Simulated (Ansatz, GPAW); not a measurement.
Given: the input of a run of Ansatz 0.2.0 on Au (Gold). 

input.yaml

```yaml
crystal:
  lattice:
    - [0.0, 2.035, 2.035]
    - [2.035, 0.0, 2.035]
    - [2.035, 2.035, 0.0]
  atoms:
    - { symbol: Au, position: [0.0, 0.0, 0.0] }
kpoints:
  mp_grid: { grid: [11, 11, 11] }
scf:
  occupations: { method: gaussian, width: 0.018 }
hamiltonian:
  xc: pbe
  pseudopotentials: { kind: all_electron, lapw: { basis_error: 0.001 } }
output:
  forces: true
  stress: true
  eigenvalues: true
```

Potentials or basis: all-electron LAPW, scalar-relativistic.

Launch:

```bash
$ ansatz run input.yaml --threads 1 --pin off --max-ram 3072MiB --backend cpu --events-out ev --progress --plain --runs-dir out
```

Problem. Set up the same calculation for GPAW 26.7.0 (ASE script). Potentials or basis there: GPAW PAW data sets (gpaw-data 1.2.1), cutoff 600 eV.

Solution. As run (cutoffs and basis follow the program's own potentials, and thresholds, step limits or extra output files can differ):

run.py

```python
from ase.dft.bandgap import bandgap
from ase.io import read, write
from ase.units import GPa
from gpaw import GPAW, PW

atoms = read('POSCAR')

calc = GPAW(mode=PW(600),
            xc='PBE',
            kpts={'size': (11, 11, 11), 'gamma': True},
            occupations={'name': 'methfessel-paxton', 'order': 0, 'width': 0.018000000000000002},
            nbands=14,
            convergence={'density': 1e-05, 'energy': 1e-05},
            maxiter=150,
            txt='gpaw.txt')
atoms.calc = calc
energy = atoms.get_potential_energy()
forces = atoms.get_forces()
stress = atoms.get_stress()
calc.write('gs.gpw')
write('result.traj', atoms)
print(f'Energy: {energy:.6f} eV')
print('Forces (eV/A):')
print(forces.round(4))
print('Stress (GPa):', (stress / GPa).round(3))
print('Fermi level:', round(calc.get_fermi_level(), 4), 'eV')
print(f'Gap: {bandgap(calc)[0]:.4f} eV, direct: {bandgap(calc, direct=True)[0]:.4f} eV')
```

File POSCAR:

```
Au
1.0
    0.0000000000      2.0350000000      2.0350000000
    2.0350000000      0.0000000000      2.0350000000
    2.0350000000      2.0350000000      0.0000000000
Au
1
Direct
    0.0000000000      0.0000000000      0.0000000000
```

Potentials or basis: GPAW PAW data sets (gpaw-data 1.2.1), pw.

Command:

```sh
$ OMP_NUM_THREADS=1 python run.py
```

Both were run:

|  | Ansatz | GPAW |
| --- | --- | --- |
| Pressure | 10.8 GPa | 13.4 GPa |

Where Ansatz's input types no cutoff or centring, it takes its own default and a Γ-centred mesh.

The two runs disagree by more than potentials and bases usually give (in gap, levels, pressure or energy); the cause wasn't traced.

The cell lies far from this level's equilibrium.

Pressure is positive in compression.
